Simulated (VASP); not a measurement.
# W in VASP: single point with LDA

Aim: the single point of W with LDA.

Everything below comes from runs of VASP 6.6.1. Logs are shortened: lines on timing, memory, paths and dates and some standing lists are left out, and cuts for length are marked.

## Step 1: The structure

The cell holds a slab with vacuum, 4 atoms: a = 3.013 Å, b = 3.013 Å, c = 25.649 Å, α = 90.00°, β = 90.00°, γ = 90.00°.

The cell was built by a generator and needn't be a form met in nature.

## Step 2: Single point, LDA

Input file INCAR:

```
PREC     = Accurate       # precision mode
ENCUT    = 520            # plane-wave cutoff, eV
EDIFF    = 1E-6           # SCF threshold, eV
ISMEAR   = 1              # smearing method
SIGMA    = 0.1            # smearing width, eV
LREAL    = False          # projectors in reciprocal space
LASPH    = True           # aspherical terms in the spheres
NELM     = 100            # most SCF steps
ALGO     = Fast           # electronic algorithm
ISIF     = 2              # what is computed and relaxed
LWAVE    = False          # write WAVECAR
LCHARG   = False          # write CHGCAR
LDIPOL   = True         
IDIPOL   = 3            
DIPOL    = 0.5 0.5 0.654
NBANDS   = 36             # bands
```

Input file KPOINTS:

```
Automatic mesh
0
Gamma
  12 12 1
```

Input file POSCAR:

```
W
1.0
    3.0128266377      0.0000000000      0.0000000000
    0.0000000000      3.0128266377      0.0000000000
    0.0000000000      0.0000000000     25.6492737332
W
4
Direct
    0.0000000000      0.0000000000      0.5620017321
    0.5000000000      0.5000000000      0.6212033276
    1.0000000000      0.0000000000      0.6866897336
    0.5000000000      0.5000000000      0.7449308662
```

Potentials or basis: VASP PAW LDA potentials, release 64 (W_sv).

On the command line:

```console
$ cat potpaw_LDA.64/W_sv/POTCAR > POTCAR
$ mpirun -np 1 vasp_std > vasp.out
```

OUTCAR:

```text
PREC = Accurate
   ENCUT = 520
   EDIFF = 1E-6
   ISMEAR = 1
   LREAL = False
   LASPH = True
   NELM = 100
   ISIF = 2

 ion  position               nearest neighbor table
   1  0.000  0.000  0.562-   2 2.62   2 2.62   2 2.62   2 2.62   3 3.20
   2  0.500  0.500  0.621-   1 2.62   1 2.62   1 2.62   1 2.62   3 2.71   3 2.71   3 2.71   3 2.71
                             4 3.17
   3  0.000  0.000  0.687-   4 2.60   4 2.60   4 2.60   4 2.60   2 2.71   2 2.71   2 2.71   2 2.71
                             1 3.20
   4  0.500  0.500  0.745-   3 2.60   3 2.60   3 2.60   3 2.60   2 3.17

  LATTYP: Found a simple tetragonal cell.
 ALAT       =     3.0128266377
 C/A-ratio  =     8.5133586554

  Lattice vectors:

 A1 = (   3.0128266377,   0.0000000000,   0.0000000000)
 A2 = (   0.0000000000,   3.0128266377,   0.0000000000)
 A3 = (   0.0000000000,   0.0000000000,  25.6492737332)

Analysis of symmetry for initial positions (statically):
=====================================================================
 Subroutine PRICEL returns:
 Original cell was already a primitive cell.

 Routine SETGRP: Setting up the symmetry group for a
 simple tetragonal supercell.

 Subroutine GETGRP returns: Found  8 space group operations
 (whereof  8 operations were pure point group operations)
 out of a pool of 16 trial point group operations.

The static configuration has the point symmetry C_4v.

Analysis of symmetry for dynamics (positions and initial velocities):
=====================================================================
 Subroutine PRICEL returns:
 Original cell was already a primitive cell.

 Routine SETGRP: Setting up the symmetry group for a
 simple tetragonal supercell.

 Subroutine GETGRP returns: Found  8 space group operations
 (whereof  8 operations were pure point group operations)
 out of a pool of 16 trial point group operations.

The dynamic configuration has the point symmetry C_4v.

 Subroutine INISYM returns: Found  8 space group operations
 (whereof  8 operations are pure point group operations),
 and found     1 'primitive' translations

----------------------------------------------------------------------------------------

                                     Primitive cell

  volume of cell :     232.8216

  direct lattice vectors                    reciprocal lattice vectors
     3.012826638  0.000000000  0.000000000     0.331914219  0.000000000  0.000000000
     0.000000000  3.012826638  0.000000000     0.000000000  0.331914219  0.000000000
     0.000000000  0.000000000 25.649273733     0.000000000  0.000000000  0.038987459

  length of vectors
     3.012826638  3.012826638 25.649273733     0.331914219  0.331914219  0.038987459

  position of ions in fractional coordinates (direct lattice)
     0.000000000  0.000000000  0.562001732
     0.500000000  0.500000000  0.621203328
     0.000000000  0.000000000  0.686689734
     0.500000000  0.500000000  0.744930866

  ion indices of the primitive-cell ions
   primitive index   ion index
                 1           1
                 2           2
                 3           3
                 4           4

----------------------------------------------------------------------------------------

 KPOINTS: Automatic mesh

Automatic generation of k-mesh.
 Grid dimensions read from file:
 generate k-points for:   12   12    1

 Generating k-lattice:

  Cartesian coordinates                     Fractional coordinates (reciprocal lattice)
     0.027659518  0.000000000  0.000000000     0.083333333  0.000000000  0.000000000
     0.000000000  0.027659518  0.000000000     0.000000000  0.083333333  0.000000000
     0.000000000  0.000000000  0.038987459     0.000000000  0.000000000  1.000000000

  Length of vectors
     0.027659518  0.027659518  0.038987459

  Shift w.r.t. Gamma in fractional coordinates (k-lattice)
     0.000000000  0.000000000  0.000000000

 Subroutine IBZKPT returns following result:
 ===========================================

 Found     28 irreducible k-points:

 Following reciprocal coordinates:
            Coordinates               Weight
  0.000000  0.000000  0.000000      1.000000
  0.083333  0.000000  0.000000      4.000000
  0.166667  0.000000  0.000000      4.000000
  0.250000  0.000000  0.000000      4.000000
  0.333333  0.000000  0.000000      4.000000
  0.416667  0.000000  0.000000      4.000000
[... 16 lines left out ...]
  0.333333  0.333333  0.000000      4.000000
  0.416667  0.333333  0.000000      8.000000
 [... further k-points ...]
   k-points           NKPTS =     28   k-points in BZ     NKDIM =     28   number of bands    NBANDS=     36
   number of dos      NEDOS =    301   number of ions     NIONS =      4
   total plane-waves  NPLWV = 110592
   dimension x,y,z NGX =    24 NGY =   24 NGZ =  192
   dimension x,y,z NGXF=    48 NGYF=   48 NGZF=  384
   ions per type =               4
   NGX,Y,Z   is equivalent  to a cutoff of  13.24, 13.24, 12.44 a.u.
   NGXF,Y,Z  is equivalent  to a cutoff of  26.49, 26.49, 24.89 a.u.
 SYSTEM =  unknown system
   PREC   = accura    normal or accurate (medium, high low for compatibility)
   ISTART =      0    job   : 0-new  1-cont  2-samecut
   ICHARG =      2    charge: 1-file 2-atom 10-const
   ISPIN  =      1    spin polarized calculation?
   LNONCOLLINEAR =      F non collinear calculations
   LSORBIT =      F    spin-orbit coupling
   LASPH  =      T    aspherical Exc in radial PAW
   ENCUT  =  520.0 eV  38.22 Ry    6.18 a.u.   5.60  5.60 47.69*2*pi/ulx,y,z
   NELM   =    100;   NELMIN=  2; NELMDL= -5     # of ELM steps
   EDIFF  = 0.1E-05   stopping-criterion for ELM
   LREAL  =      F    real-space projection
   EDIFFG = 0.1E-04   stopping-criterion for IOM
   NSW    =      0    number of steps for IOM
   IBRION =     -1    ionic relax: 0-MD 1-quasi-New 2-CG
   NFREE  =      0    steps in history (QN), initial steepest desc. (CG)
   ISIF   =      2    stress and relaxation
   ISYM   =      2    0-nonsym 1-usesym 2-fastsym
   POTIM  = 0.5000    time-step for ionic-motion
   TEBEG  =    0.0;   TEEND  =   0.0 temperature during run
   PSTRESS=    0.0 pullay stress
   NELECT =      56.0000    total number of electrons
   NUPDOWN=      -1.0000    fix difference up-down
   EMIN   =  10.00;   EMAX   =-10.00  energy-range for DOS
   EFERMI =   0.00;   METHOD = LEGACY
   ISMEAR =     1;   SIGMA  =   0.10  broadening in eV -4-tet -1-fermi 0-gaus
   EFERMI_NEDOS =   21; number of points for ismear=-14 and -15
   IALGO  =     68    algorithm
   IMIX   =      4    mixing-type and parameters
     AMIX     =   0.40;   BMIX     =  1.00
     AMIX_MAG =   1.60;   BMIX_MAG =  1.00
  volume/ion in A,a.u.               =      58.21       392.79
  Fermi-wavevector in a.u.,A,eV,Ry     =   1.018114  1.923956 14.103201  1.036556
  Thomas-Fermi vector in A             =   2.151553
   LORBIT       =      0    0 simple, 1 ext, 2 COOP (PROOUT), +10 PAW based schemes
   GGA     = CA    functional components
   LHFCALC =     F    Hartree Fock is set to
   AEXX    =    0.0000 exact exchange contribution
   IVDW    =     0    specifies the selected vdW correction
   LEPSILON=     F    determine dielectric tensor
   LRPA    =     F    only Hartree local field effects (RPA)
 non-spin polarized calculation
 RMM-DIIS sequential band-by-band and
 Methfessel and Paxton  Order N= 1 SIGMA  =   0.10
  energy-cutoff  :      520.00
  volume of cell :      232.82
 maximum number of plane-waves:      6320
 NGX is ok and might be reduce to    24
   NGX = 11   NGY = 11   NGZ = 95

 dipolmoment           0.000000      0.000000      0.001097 electrons x Angstroem

 number of electron      55.9999991 magnetization

 dipolmoment           0.000000      0.000000     -0.000840 electrons x Angstroem

 Free energy of the ion-electron system (eV)
  ---------------------------------------------------
  ext. energy  EPLUGINS =         0.00000000
  ---------------------------------------------------
  free energy    TOTEN  =       -51.04894843 eV

  energy without entropy =      -51.05278699  energy(sigma->0) =      -51.05022795

 E-fermi :  -0.2104     XC(G=0):  -4.5848

 val. band max:       -0.2248934481   @ k =   0.0000   0.0000   0.0000
 cond. band min:      -0.1516338380   @ k =   0.4167   0.2500   0.0000
 fundamental gap:      0.0732596102
 Fermi energy:        -0.2104375331

 k-point     1 :       0.0000    0.0000    0.0000
  band No.  band energies     occupation
      1     -73.5074      2.00000
      2     -73.4266      2.00000
      3     -73.2670      2.00000
      4     -73.2032      2.00000
      5     -38.4483      2.00000
      6     -38.2509      2.00000
[... 28 lines left out ...]
     35       3.0529      0.00000
     36       3.6985      0.00000

 k-point     2 :       0.0833    0.0000    0.0000
  band No.  band energies     occupation
      1     -73.5012      2.00000
      2     -73.4227      2.00000
      3     -73.2685      2.00000
      4     -73.2071      2.00000
      5     -38.4498      2.00000
      6     -38.3396      2.00000
[... 28 lines left out ...]
     35       2.7168      0.00000
     36       3.2380      0.00000

 k-point     3 :       0.1667    0.0000    0.0000
  band No.  band energies     occupation
      1     -73.4830      2.00000
      2     -73.4113      2.00000
      3     -73.2732      2.00000
      4     -73.2187      2.00000
      5     -38.4726      2.00000
      6     -38.4601      2.00000
[... 28 lines left out ...]
     35       2.6192      0.00000
     36       3.0896      0.00000
[... 742 lines left out ...]
 k-point    23 :       0.3333    0.3333    0.0000
  band No.  band energies     occupation
      1     -73.3695      2.00000
      2     -73.3390      2.00000
      3     -73.3017      2.00000
      4     -73.2846      2.00000
      5     -38.6172      2.00000
      6     -38.5329      2.00000
[... 28 lines left out ...]
     35       3.1483      0.00000
     36       3.7660      0.00000

 k-point    24 :       0.4167    0.3333    0.0000
  band No.  band energies     occupation
      1     -73.3497      2.00000
      2     -73.3267      2.00000
      3     -73.3096      2.00000
      4     -73.2951      2.00000
      5     -38.6670      2.00000
      6     -38.6150      2.00000
[... 28 lines left out ...]
     35       3.7398      0.00000
     36       3.9948      0.00000

 [... further k-points ...]

------------------------ aborting loop because EDIFF is reached ----------------------------------------

 vacuum level on the upper side and lower side of the slab       (xc-potential included)        -0.016         0.000

  FORCE on cell =-STRESS in cart. coord.  units (eV):
  Direction    XX          YY          ZZ          XY          YZ          ZX
  --------------------------------------------------------------------------------------
  -------------------------------------------------------------------------------------
  Total        1.9090688      1.9090688     -0.0250696      0.0000000      0.0000000      0.0000000
  in kB       13.1373815     13.1373815     -0.1725181      0.0000000      0.0000000      0.0000000
  external PRESSURE =       8.7007483 kB  Pullay stress =       0.0000000 kB

 VOLUME and BASIS-vectors are now :
 -----------------------------------------------------------------------------
  energy-cutoff  :      520.00
  volume of cell :      232.82
      direct lattice vectors                 reciprocal lattice vectors
     3.012826638  0.000000000  0.000000000     0.331914219  0.000000000  0.000000000
     0.000000000  3.012826638  0.000000000     0.000000000  0.331914219  0.000000000
     0.000000000  0.000000000 25.649273733     0.000000000  0.000000000  0.038987459

 POSITION                                       TOTAL-FORCE (eV/Angst)
 -----------------------------------------------------------------------------------
      0.00000      0.00000     14.41494         0.000000      0.000000      0.335965
      1.50641      1.50641     15.93341         0.000000      0.000000     -0.688808
      0.00000      0.00000     17.61309         0.000000      0.000000      0.395065
      1.50641      1.50641     19.10694         0.000000     -0.000000     -0.042222
 -----------------------------------------------------------------------------------
    total drift:                                0.000000      0.000000     -0.000746

  FREE ENERGIE OF THE ION-ELECTRON SYSTEM (eV)
  ---------------------------------------------------
  free  energy   TOTEN  =       -51.0489484334 eV

  energy  without entropy=      -51.0527869878  energy(sigma->0) =      -51.05022795

 vacuum level on the upper side and lower side of the slab         4.289         4.306
```

Run time: 5.1 min. Hardware: 1 thread of Intel Xeon Platinum 8488C (Sapphire Rapids), shared host; peak memory 0.34 GiB.

Results:

```yaml
Free_energy: -51.0489 eV
Largest_force: 0.689 eV/Å
Band_gap_on_the_k_mesh: none (metal or under the smearing width)
```

Forces on the atoms (eV/Å):
```
W    0.000  0.000  0.336
W    0.000  0.000 -0.689
W    0.000  0.000  0.395
W    0.000  0.000 -0.042
```

Levels at points of the mesh, in eV from the Fermi level:
| k point | band 25 | band 26 | band 27 | band 28 | band 29 | band 30 | band 31 | band 32 |
| --- | --- | --- | --- | --- | --- | --- | --- | --- |
| (0.00, 0.00, 0.00) | -1.01 | -0.56 | -0.17 | -0.03 | -0.03 | -0.01 | 1.14 | 1.22 |
| (0.50, 0.00, 0.00) | -0.70 | -0.68 | -0.45 | -0.44 | 0.51 | 0.60 | 1.44 | 1.50 |
| (0.50, 0.50, 0.00) | -1.00 | -1.00 | 2.15 | 2.15 | 2.47 | 2.49 | 3.38 | 3.38 |

The run has no spin-orbit coupling, so splittings on W are missing.
